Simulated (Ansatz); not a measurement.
# CdTe: response to strain

Aim: deform CdTe (zz strain of -3 %) and compute stress, forces and field gradients with LAPW, PAW and all-electron datasets made for the crystal.

Method: DFT PBEsol, scalar-relativistic, in Ansatz 0.2.0.

## Step 1: The system as given

Symmetry: Cmcm, No. 63, orthorhombic system. The conventional cell has a = 6.131 Å, b = 6.189 Å, c = 6.091 Å, α = 90.00°, β = 90.00°, γ = 90.00°. Cd (site symmetry m2m) is surrounded by 6 Te at 3.03 to 3.16 Å. Around Te (site symmetry m2m) lie 6 Cd at 3.03 to 3.16 Å.

Coordinates:

```xyz
4
Lattice="3.0653 -3.0946 0.0000 3.0653 3.0946 0.0000 0.0000 0.0000 6.0907" Properties=species:S:1:pos:R:3 pbc="T T T"
Cd    3.0653    1.3800    4.5680
Cd    3.0653   -1.3800    1.5227
Te    3.0653   -1.6472    4.5680
Te    3.0653    1.6472    1.5227
```

Atoms are numbered in the order of the input: Cd1, Cd2, Te3, Te4.

## Step 2: After the deformation

Space group Cmcm before, Cmcm after.

## Step 3: Full-potential LAPW

Contents of input.yaml:

```yaml
crystal:
  lattice:
    - [3.065291, -3.094609, 0.0]
    - [3.065291, 3.094609, 0.0]
    - [0.0, 0.0, 5.90793244]
  atoms:
    - { symbol: Cd, position: [0.27703, 0.72297, 0.75] }
    - { symbol: Cd, position: [0.72297, 0.27703, 0.25] }
    - { symbol: Te, position: [0.766137, 0.233863, 0.75] }
    - { symbol: Te, position: [0.233863, 0.766137, 0.25] }
kpoints:
  mp_grid: { grid: [9, 9, 6] }
  band_path:
    path:
      - [0.0, 0.0, 0.0]
      - [-0.5, 0.5, 0.0]
      - [-0.4952854913, 0.5047145087, 0.0]
      - [0.4952854913, 0.4952854913, 0.0]
      - [0.0, 0.0, 0.0]
      - [0.0, 0.0, 0.5]
      - [0.4952854913, 0.4952854913, 0.5]
      - [-0.4952854913, 0.5047145087, 0.5]
      - [-0.5, 0.5, 0.5]
    npoints: 5
scf:
  occupations: { method: fermi_dirac, width: 0.05 }
hamiltonian:
  xc: pbesol
  pseudopotentials: { kind: all_electron, lapw: { basis_error: 0.001 } }
output:
  forces: true
  stress: true
  eigenvalues: true
```

Command:

```console
$ ansatz run input.yaml --threads 1 --pin off --max-ram 6144MiB --backend cpu --events-out ev --progress --plain --runs-dir out
```

## Step 4: PAW with frozen cores

Contents of input.yaml:

```yaml
crystal:
  lattice:
    - [3.065291, -3.094609, 0.0]
    - [3.065291, 3.094609, 0.0]
    - [0.0, 0.0, 5.90793244]
  atoms:
    - { symbol: Cd, position: [0.27703, 0.72297, 0.75] }
    - { symbol: Cd, position: [0.72297, 0.27703, 0.25] }
    - { symbol: Te, position: [0.766137, 0.233863, 0.75] }
    - { symbol: Te, position: [0.233863, 0.766137, 0.25] }
kpoints:
  mp_grid: { grid: [9, 9, 6] }
scf:
  occupations: { method: fermi_dirac, width: 0.05 }
hamiltonian:
  xc: pbesol
  pseudopotentials: { kind: paw }
output:
  forces: true
  stress: true
  eigenvalues: true
  efg: { contact_densities: true }
```

## Step 5: Datasets made for this crystal

Changes to input.yaml since step 4:

```diff
@@ -16,3 +16,3 @@
   xc: pbesol
-  pseudopotentials: { kind: paw }
+  pseudopotentials: { kind: all_electron, datasets: crystal }
 output:
```

(Steps that only read results are left out.)

What does the calculation give? Wanted: pressure; largest shear or deviatoric stress.

The runs gave:

| quantity | value |
| --- | --- |
| pressure | LAPW -1.76, PAW -1.77, crystal datasets -1.76 GPa |
| largest shear or deviatoric stress (LAPW) | 1.37 GPa |

The largest part of the stress beyond the pressure is 1.37 GPa in size, in the zz component; the atoms are carried along and not relaxed. No run of the undeformed cell stands beside it, so the pressure holds what the given cell had before the change. PAW: stress within 0.01 GPa of LAPW, forces within 1 meV/Å. Crystal datasets: stress within 0.01 GPa of LAPW, forces within 1 meV/Å. Spin-orbit coupling is left out, though the cell holds Te; in elements this heavy it can shift bands and gaps by tenths of an eV.
